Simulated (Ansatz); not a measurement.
**Preparing SnO2 (P4_2/mnm) as a host crystal**

Aim: the runs on the perfect crystal SnO2 (P4_2/mnm) that a defect calculation needs first.

Calculated with Ansatz 0.2.0; plane-wave PAW DFT, PBEsol; relaxation of the host's cell and atoms; PAW set soft_1, in the first sound run; inputs show where later runs differ.

## 1. Starting point

The structure is tetragonal, space group P4_2/mnm (No. 136). The conventional cell has a = 4.765 Å, b = 4.765 Å, c = 3.207 Å, α = 90.00°, β = 90.00°, γ = 90.00°. Nearest to Sn lie 6 O at 2.06 to 2.07 Å. Nearest to O lie 3 Sn at 2.06 to 2.07 Å. Farther neighbours and most contacts between anions are not listed.

## 2. Host cell relaxation

Lattice and positions are set free, within the symmetry that the program keeps.

Contents of cell/input.yaml:

```yaml
crystal:
  lattice:
    - [4.764818, 0.0, 0.0]
    - [0.0, 4.764818, 0.0]
    - [0.0, 0.0, 3.2074998]
  atoms:
    - { symbol: Sn, position: [0.5, 0.5, 0.5] }
    - { symbol: Sn, position: [0.0, 0.0, 0.0] }
    - { symbol: O, position: [0.1940277, 0.8059723, 0.5] }
    - { symbol: O, position: [0.8059723, 0.1940277, 0.5] }
    - { symbol: O, position: [0.3059723, 0.3059723, 0.0] }
    - { symbol: O, position: [0.6940277, 0.6940277, 0.0] }
basis:
  ecutwfc: 420
  xc_grid: 2
hamiltonian:
  xc: pbesol
  pseudopotentials: { kind: paw, azcp: { folder: soft_1 }, xc_functional: pbe }
kpoints:
  mp_grid: { grid: [6, 6, 9] }
scf:
  occupations: { method: fixed }
  max_iter: 100
relax:
  f_tol: 0.005
  max_steps: 60
  cell: {}
output:
  forces: true
  stress: true
checkpoint:
  write: "../cell.run"
  compress: false
  write_wavefunctions: false
  write_every: 100000
```

The run is started by

```bash
> ansatz run input.yaml --threads 32 --pin off --max-ram 131891MiB --backend cuda --events-out ev --progress --plain --runs-dir out
```

Numbers of over 12 decimals in the logs are rounded to 6 here.

What it wrote:

```text
[... repeated set-up lines and file paths are left out, and long positions are rounded to six places ...]
Engine: ansatz 0.2.0, aarch64-unknown-linux-gnu
Pseudopotentials: kind: paw
Pseudopotential: Sn, paw, valence charge 14, recommended cutoff 420 eV (normal), soft_1/Sn.paw.azcp
Pseudopotential: O, paw, valence charge 6, recommended cutoff 420 eV (normal), soft_1/O.paw.azcp
Functional definition: PBEsol
  exchange = pbesol_x
  correlation = pbesol_c
[...]
Crystal: 6 atoms, lattice volume = 72.821 Å³
Basis set: ecut = 420 eV, 1435 PW (Γ), exchange–correlation on 64×64×48 points (8 copies of the dense FFT grid, shifted against one another)
Bands: 32, of which v1, the nominal top of the filled ones, is band 26 counted from 1 (25 counted from 0)
Symmetry: 16 space group operations
Space group: P42/mnm (ITA 136), of the structure as read, at distance tolerance 4.2e-5 Å
k-points: 50 of 324
Non-local potential: Sn, projectors of the file, l = 0: 2, l = 1: 2, l = 2: 2, l = 3: 1
Non-local potential: O, projectors of the file, l = 0: 2, l = 1: 2, l = 2: 1
PAW form: soft (Blöchl's): semilocal exchange-correlation on the pseudo side does not see the compensation charge
PAW frozen core: Sn, regenerated for the run's functional, and the local potential with it (the file was generated under x = pbe(κ = 0.804, μ = 0.219515), c = pbe(β = 0.066725))
PAW frozen core: O, regenerated for the run's functional, and the local potential with it (the file was generated under x = pbe(κ = 0.804, μ = 0.219515), c = pbe(β = 0.066725))
PAW one-centre angular grid: Sn, 590 points (default); XC on 64 Gauss nodes
PAW one-centre angular grid: O, 110 points (default); XC on 64 Gauss nodes
Initial density: superposition of atomic densities (chi_scale 0.1, normalization cell, long waves kept (reshape's long-wave potential 0.00 eV rms))
Initial wavefunctions: pseudopotential atomic-orbital guess
[...]
Functional: x = pbesol(κ = 0.804, μ = 0.123457), c = pbesol(β = 0.046)
SCF iter   1: F=—  HF=-14143.802544 eV  |Δ(HF+E_count)|=         —  Δρ=6.92e-2  dr2=2.57e0  Hψ=6253
preconditioner: auto → Resta (q_TF=auto, 2.579 Å⁻¹)  ε∞=3.5  [insulator: Δε(μ)=1.325 eV  Ē_g=19.864 eV  n_scr=18 (ndim 8)  ℏωp=31.4 eV  f_vac=0.000  ε∞_Penn≈3.5]
SCF iter   2: F=—  HF=-14143.302944 eV  |Δ(HF+E_count)|=   5.00e-1  Δρ=3.50e-2  dr2=4.57e-1  Hψ=3383
SCF iter   3: F=—  HF=-14143.241614 eV  |Δ(HF+E_count)|=   6.13e-2  Δρ=1.03e-2  dr2=7.14e-2  Hψ=2375
automatic band count: iteration 3 solves 30 bands in place of 32: the levels show a gap, and the empty bands left out lie too high to hold charge; the band table lists the bands solved (type scf.n_extra_bands for more)
SCF iter   4: F=—  HF=-14143.235077 eV  |Δ(HF+E_count)|=   6.54e-3  Δρ=1.92e-3  dr2=2.06e-3  Hψ=2158
[...]
SCF iter   8: F=-14143.236967 eV  HF=-14143.236967 eV  |Δ(HF+E_count)|=   1.22e-7  Δρ=2.34e-6  dr2=3.57e-9  Hψ=5650
SCF 1 converged in 8 iterations: F = -14143.236967 eV  dr2 = 3.57e-9
  greatest PAW one-centre occupation: 0.997 electrons in one spin orbital (limit 2), on the Sn atom at site 0 (counted from 0), in its partial waves of l = 2
relax step   1: F+E_penalty+E_count = -14143.23696716 eV  Δ(F+E_penalty+E_count) = +0.000e0 eV  max|allowed force component| = 2.593e-2 eV/Å  Δτ_max = 0.0000 Å  P = +0.508 GPa  Ω = 72.821 Å³  (8 SCF iters, dr2 threshold 1.00e-7 eV, accepted)
[... the SCF cycles and remarks between the steps are left out from here to the last step ...]
relax step   2: F+E_penalty+E_count = -14143.23694322 eV  Δ(F+E_penalty+E_count) = +2.394e-5 eV  max|allowed force component| = 5.616e-3 eV/Å  Δτ_max = 0.0027 Å  P = +0.022 GPa  Ω = 72.990 Å³  energy of the carried Pulay correction = -4.132e-4 eV  (4 SCF iters, dr2 threshold 6.00e-7 eV, accepted)
relax step   3: F+E_penalty+E_count = -14143.23698640 eV  Δ(F+E_penalty+E_count) = -4.319e-5 eV  max|allowed force component| = 4.621e-3 eV/Å  Δτ_max = 0.0008 Å  P = -0.002 GPa  Ω = 73.008 Å³  energy of the carried Pulay correction = -4.569e-4 eV  (3 SCF iters, dr2 threshold 9.94e-8 eV, accepted)
relax step   4: F+E_penalty+E_count = -14143.23698161 eV  Δ(F+E_penalty+E_count) = +4.791e-6 eV  max|allowed force component| = 2.709e-3 eV/Å  Δτ_max = 0.0001 Å  P = -0.003 GPa  Ω = 73.013 Å³  energy of the carried Pulay correction = -4.695e-4 eV  (3 SCF iters, dr2 threshold 1.13e-8 eV, accepted)
[...]
iter 1 solved again at ethr=2.30e-8 eV; its pass at ethr=3.10e-3 eV (dr2=1.20e-5 eV) is discarded
SCF iter   1: F=—  HF=-14143.237307 eV  |Δ(HF+E_count)|=         —  Δρ=3.16e-5  dr2=4.72e-8  Hψ=11182
[...]
SCF iter   2: F=—  HF=-14143.237446 eV  |Δ(HF+E_count)|=   1.40e-4  Δρ=1.56e-5  dr2=1.09e-8  Hψ=2932
SCF iter   3: F=—  HF=-14143.237447 eV  |Δ(HF+E_count)|=   7.71e-7  Δρ=3.50e-6  dr2=7.31e-10  Hψ=1996
SCF iter   4: F=-14143.237447 eV  HF=-14143.237447 eV  |Δ(HF+E_count)|=   3.44e-8  Δρ=2.71e-7  dr2=2.52e-11  Hψ=10097
SCF 5 converged in 4 iterations: F = -14143.237447 eV  dr2 = 2.52e-11
relax step   5: F+E_penalty+E_count = -14143.23744719 eV  Δ(F+E_penalty+E_count) = -4.656e-4 eV  max|allowed force component| = 2.716e-3 eV/Å  Δτ_max = 0.0000 Å  P = +0.011 GPa  Ω = 73.013 Å³  stress off target by 3.40e-2 GPa  SCF on the basis re-selected at this cell (its energy is not comparable with the rows above)  (4 SCF iters)
basis re-selected at this cell: Δ(F+E_penalty+E_count) = -4.656e-4 eV, ΔP = +0.013 GPa vs the last step (what re-selecting the basis moved, of the pressure what is left beyond the Pulay correction that the steps carried, after the strain that the cell walked [...]
SCF converged after 4 iterations
Free energy (F): -14143.237447 eV
Harris-Foulkes:  -14143.237447 eV  (|F-HF|=1.07e-10)
Internal energy: -14143.237447 eV  (E = F + TS)
E sigma→0 (E₀):  -14143.237447 eV
Fermi energy:    9.130906 eV
--- Per-component energies (eV) ---
  E_band       = -133.811509
  E_kinetic    = 1015.120365
  E_local      = -3198.456364  (includes V_loc(G=0)·N_el)
  E_nonlocal   = 505.972971
  E_hartree    = 1449.202269
  E_xc         = -530.120326
  E_vxc        = -521.862761  (∫ρ·V_xc dr)
  E_paw        = -9229.311581  (= ΣΔE_a)
  E_vpaw       = -832.994282  (= ΣTr[D̂ρ^β])
  E_aug_tail   = 0.003906  (compensation charges beyond the density's cutoff)
  E_ewald      = -4156.359518
  E_core_change = 0.710831  (= ΣΔE_core)
  E_smearing   = -0.000000  (= −TS)
  E_closure    = -0.000000  (closes the sum)
  Σ components = -14143.237447   (vs F -14143.237447, Δ=0.00e0)
--- Forces (eV/Å), atoms counted from 1 ---
  atom   1  Sn     0.00000000     0.00000000     0.00000000
  atom   2  Sn     0.00000000     0.00000000     0.00000000
  atom   3  O     -0.00271553     0.00271553     0.00000000
  atom   4  O      0.00271553    -0.00271553     0.00000000
  atom   5  O      0.00271553     0.00271553     0.00000000
  atom   6  O     -0.00271553    -0.00271553     0.00000000
  max |Σ_I F_I| component: 1.73e-18 eV/Å
--- Stress (GPa, compression-positive) ---
        0.033016       0.000000       0.000000
        0.000000       0.033016       0.000000
        0.000000       0.000000      -0.034006
  P = ⅓ Tr σ = 0.0107 GPa (0.107 kbar)
--- Band table (eV; the first three rows and the last of 50) ---
  k-point 0: bands = ["-11.8868", "-11.1467", "-10.8980", "-10.8743", "-10.8743", "-10.7984", "-10.7537", "-10.6698", "-10.6413", [... rest cut ...]
  k-point 1: bands = ["-11.8302", "-11.0793", "-10.9864", "-10.9864", "-10.8765", "-10.8087", "-10.7490", "-10.6702", "-10.6574", [... rest cut ...]
--- Relaxed structure (4 steps of the walk, 4 accepted, 1 SCFs on fresh bases) ---
  F+E_penalty+E_count = -14143.23744719 eV   max|allowed force component| = 2.716e-3 eV/Å   (the final SCF, on the basis selected at the relaxed cell)
  cell:  # Å, volume = 73.0131 Å³
    - [4.767812, 0, 0.0]
    - [0, 4.767812, 0.0]
    - [0.0, 0.0, 3.211903]
  atoms:
    - { symbol: Sn, position: [0.500000, 0.500000, 0.500000] }
    - { symbol: Sn, position: [0, 0, 0.0] }
    - { symbol: O, position: [0.193728, 0.806272, 0.500000] }
    - { symbol: O, position: [0.806272, 0.193728, 0.500000] }
    - { symbol: O, position: [0.306272, 0.306272, 0.0] }
    - { symbol: O, position: [0.693728, 0.693728, 0.0] }
```

The job ended after 2.3 s (1 × NVIDIA GB200 with 32 threads of Arm Neoverse V2, shared host; peak memory 1.1 GiB; 8.9 s of CPU time).

Relaxation path:

| step | energy less that of the first step (eV) | largest force component (eV/Å) | pressure (GPa) | volume (Å³) |
| --- | --- | --- | --- | --- |
| 1 | 0.0000 | 0.0259 | 0.51 | 72.82 |
| 2 | 0.0000 | 0.0056 | 0.02 | 72.99 |
| 3 | 0.0000 | 0.0046 | 0.00 | 73.01 |
| 4 | 0.0000 | 0.0027 | 0.00 | 73.01 |
| 5* | -0.0005 | 0.0027 | 0.01 | 73.01 |

Relaxation steps marked * repeat the geometry before them on a plane-wave basis chosen anew for their cell, so energy and pressure can jump there.

The run keeps the 16 symmetry operations that it works with, so distortions that break them were not tested.

| conventional cell, symmetrised | before | after | change |
| --- | --- | --- | --- |
| a (Å) | 4.765 | 4.768 | +0.1 % |
| b (Å) | 4.765 | 4.768 | +0.1 % |
| c (Å) | 3.207 | 3.212 | +0.1 % |
| volume (Å³/atom) | 12.14 | 12.17 | +0.3 % |

Final coordinates:

```xyz
6
Lattice="4.7678 0.0000 0.0000 0.0000 4.7678 0.0000 0.0000 0.0000 3.2119" Properties=species:S:1:pos:R:3 pbc="T T T"
Sn    2.3839    2.3839    1.6060
Sn    0.0000    0.0000    0.0000
O     0.9237    3.8441    1.6060
O     3.8441    0.9237    1.6060
O     1.4602    1.4602    0.0000
O     3.3076    3.3076    0.0000
```

This step gave:

```yaml
pressure: 0.01068 GPa
```

The cell grew by 0.3 % in volume.

## 3. Dielectric tensors of the host

The response to a uniform electric field gives the electronic dielectric tensor.

This step: plane-wave PAW DFPT, PBEsol; dielectric tensors, Born charges and zone-centre modes of the host; PAW set soft_1 (Ansatz 0.2.0).

Contents of eps/input.yaml:

```yaml
crystal:
  lattice:
    - [4.7678118222, 0.0, 0.0]
    - [0.0, 4.7678118222, 0.0]
    - [0.0, 0.0, 3.2119026566]
  atoms:
    - { symbol: Sn, position: [0.5, 0.5, 0.5] }
    - { symbol: Sn, position: [0.0, 0.0, 0.0] }
    - { symbol: O, position: [0.193727843, 0.806272157, 0.5] }
    - { symbol: O, position: [0.806272157, 0.193727843, 0.5] }
    - { symbol: O, position: [0.306272157, 0.306272157, 0.0] }
    - { symbol: O, position: [0.693727843, 0.693727843, 0.0] }
basis:
  ecutwfc: 420
hamiltonian:
  xc: pbesol
  pseudopotentials: { kind: paw, azcp: { folder: soft_1 }, xc_functional: pbe }
kpoints:
  mp_grid: { grid: [5, 5, 7] }
scf:
  occupations: { method: fixed }
  max_iter: 100
phonons:
  method: dfpt
  dielectric: true
  rigid_motions: translations
```

What it wrote:

```text
[...]
Crystal: 6 atoms, lattice volume = 73.013 Å³
Basis set: ecut = 420 eV, 1435 PW (Γ), exchange–correlation on 64×64×48 points (8 copies of the dense FFT grid, shifted against one another)
Bands: 32, of which v1, the nominal top of the filled ones, is band 26 counted from 1 (25 counted from 0)
Symmetry: 16 space group operations
k-points: 88 of 175 (irreducible under 1 space group operation, time reversal used)
[...]
SCF iter   1: F=—  HF=-14143.798405 eV  |Δ(HF+E_count)|=         —  Δρ=6.90e-2  dr2=2.55e0  Hψ=10900
[...]
SCF iter   2: F=—  HF=-14143.303003 eV  |Δ(HF+E_count)|=   4.95e-1  Δρ=3.49e-2  dr2=4.57e-1  Hψ=5946
[...]
SCF iter  10: F=-14143.237194 eV  HF=-14143.237194 eV  |Δ(HF+E_count)|=  9.46e-11  Δρ=7.13e-8  dr2=1.97e-12  Hψ=19266
SCF 1 converged in 10 iterations: F = -14143.237194 eV  dr2 = 1.97e-12
[...]
the response reads at least the filled bands of the reference SCF and the lowest empty band at each k-point, and that SCF's band table does not vouch for those bands. The notice of the band table in this run's record says why
[...]
NSCF: frozen V_eff on 1 k-points
[...]
NSCF: frozen V_eff on 24 k-points, pencils in batches of 32, up to order 128
[...]
DFPT response loops at q = (0, 0, 0) (fractional): preconditioner auto → Resta (q_TF=auto, 2.578 Å⁻¹)  ε∞=8.1 (no band partly filled); β = 1.00, the filter's whole step (`scf.mixing.beta` (0.50) is not read by the response loops at its default; [...]
[...]
DFPT response loops at Γ: preconditioner auto → Resta (q_TF=auto, 2.578 Å⁻¹)  ε∞=8.1 (no band partly filled); β = 1.00, the filter's whole step (`scf.mixing.beta` (0.50) is not read by the response loops at its default; [...]
── the response to a field inside a basis, on 8×8×12 k-points: an SCF that follows is theirs, and a resumed run solves both again ──
[...]
Bands: 27, of which v1, the nominal top of the filled ones, is band 26 counted from 1 (25 counted from 0)
k-points: 60 of 768
[...]
Eigensolver: Dense (60 Hₖ)
[...]
SCF 1 converged in 4 iterations: F = -14143.141844 eV  dr2 = 6.75e-8
[...]
SCF converged after 10 iterations
[...]
--- Phonons (Γ-DFPT): 4 representative perturbations + reference (Σ response iterations 21) ---
  k mesh reduced under 1 symmetry operation, with k and −k counted as one. Each operation leaves every solved perturbation unchanged. A smaller set is not considered because the run solves the response to a homogeneous field
  ASR residual: 2.762e-5 → 0.000e0 eV/Å²; symmetrization residual: 2.592e-10 eV/Å²
  ASR residual per site (eV/Å²): 1.56e-5 1.56e-5 2.76e-5 2.76e-5 2.76e-5 2.76e-5
  Γ frequencies (cm⁻¹): 0.00 0.00 0.00 103.68 143.31 219.69 219.69 271.47 271.47 341.94 447.68 453.43 453.43 545.01 575.67 575.67 607.03 732.51
  ε∞ (high-frequency dielectric tensor):
        4.598334     0.000000     0.000000
        0.000000     4.598334     0.000000
        0.000000     0.000000     4.907023
  ε⁰ (static dielectric tensor: ions relaxed, cell fixed):
       13.480646    -0.000000     0.000000
       -0.000000    13.480646     0.000000
        0.000000     0.000000    10.415323
  ε⁰ − ε∞ (ionic part):
        8.882312    -0.000000     0.000000
       -0.000000     8.882312     0.000000
        0.000000     0.000000     5.508300
  softest optical mode at Γ: 103.68 cm⁻¹; the repairs (sum rule, projections) moved no ω² at Γ by more than (0.73 cm⁻¹)²
  Born effective charges Z* (e; rows j = field, columns β = displacement):
    site 0:
         4.13426   -0.49167    0.00000
        -0.49167    4.13426    0.00000
         0.00000    0.00000    4.54350
    site 1:
         4.13426    0.49167    0.00000
         0.49167    4.13426    0.00000
         0.00000    0.00000    4.54350
    site 2:
        -2.06713    0.75985   -0.00000
         0.75985   -2.06713   -0.00000
        -0.00000   -0.00000   -2.27175
    site 3:
        -2.06713    0.75985   -0.00000
         0.75985   -2.06713   -0.00000
        -0.00000   -0.00000   -2.27175
    site 4:
        -2.06713   -0.75985   -0.00000
        -0.75985   -2.06713   -0.00000
        -0.00000   -0.00000   -2.27175
    site 5:
        -2.06713   -0.75985   -0.00000
        -0.75985   -2.06713   -0.00000
        -0.00000   -0.00000   -2.27175
  Z* charge neutrality: 1.131e-2 e pre-enforcement
  solved inside a basis spanned on kpoints, on 8×8×12 k-points, its susceptibility summed on 10×10×14: ε∞ is read to err by 2.6e-2, Z* by 3.2e-2 e (field_mesh: kpoints solves on kpoints); Z* is corrected for what the basis lacks
  optical modes at Γ without the LO–TO term, one row a degenerate level:
      ω (cm⁻¹)  modes    IR ((D/Å)²/amu)
        103.68      1             0.0000
        143.31      1             0.0000
        219.69      2            19.6146
        271.47      2             4.8726
        341.94      1             0.0000
        447.68      1            37.7920
        453.43      2             0.0000
        545.01      1             0.0000
        575.67      2            44.9427
        607.03      1             0.0000
        732.51      1             0.0000
  optical modes at Γ + LO–TO along q̂ = [1.0000, 0.0000, 0.0000]:
      ω (cm⁻¹)  modes    IR ((D/Å)²/amu)
        103.68      1             0.0000
        143.31      1             0.0000
[...]
optical modes at Γ + LO–TO along q̂ = [0.0000, 1.0000, 0.0000]:
      ω (cm⁻¹)  modes    IR ((D/Å)²/amu)
[...]
732.51      1             0.0000
  optical modes at Γ + LO–TO along q̂ = [0.0000, 0.0000, 1.0000]:
      ω (cm⁻¹)  modes    IR ((D/Å)²/amu)
        103.68      1             0.0000
        143.31      1             0.0000
        219.69      2            19.6146
        271.47      2             4.8726
        341.94      1             0.0000
        453.43      2             0.0000
        545.01      1             0.0000
        575.67      2            44.9427
        607.03      1             0.0000
        652.23      1            37.7920
        732.51      1             0.0000
```

Elapsed: 8.5 s, on 1 × NVIDIA GB200 with 32 threads; peak memory 2.2 GiB; 62 s of CPU time.

Reading the cycles: dr2 is the Hartree energy of the density residual (eV), the measure of convergence; HF is the Harris–Foulkes estimate of the energy, which meets the free energy F at convergence.

Electronic dielectric tensor:

```
4.60 0.00 0.00
0.00 4.60 0.00
0.00 0.00 4.91
```

Static dielectric tensor:

```
13.48  0.00  0.00
 0.00 13.48  0.00
 0.00  0.00 10.42
```

The principal values of the electronic dielectric tensor are 4.60, 4.60 and 4.91. The principal values of the static dielectric tensor are 10.42, 13.48 and 13.48.

[end of part 1 of 2]

[Logs are printed without paths, hosts, clocks, repeated set-up lines and the standing remarks that a program may print on its own settings, such as how far it seeks lower states.]

[Hosts, paths, dates, database ids (printed as entryN), source tags and the programs' standing remarks are cut or masked in the printed files.]

[Runs of the host that timed out are not shown.]

[For some hosts the program warned that the k-mesh of the response run may be too coarse for force constants and the static dielectric constant; such warnings are not always shown.]

[The program warned that the k-mesh of a response run behind this text may be too coarse: force constants, and the static dielectric constant and all else formed from them, are not shown converged.]
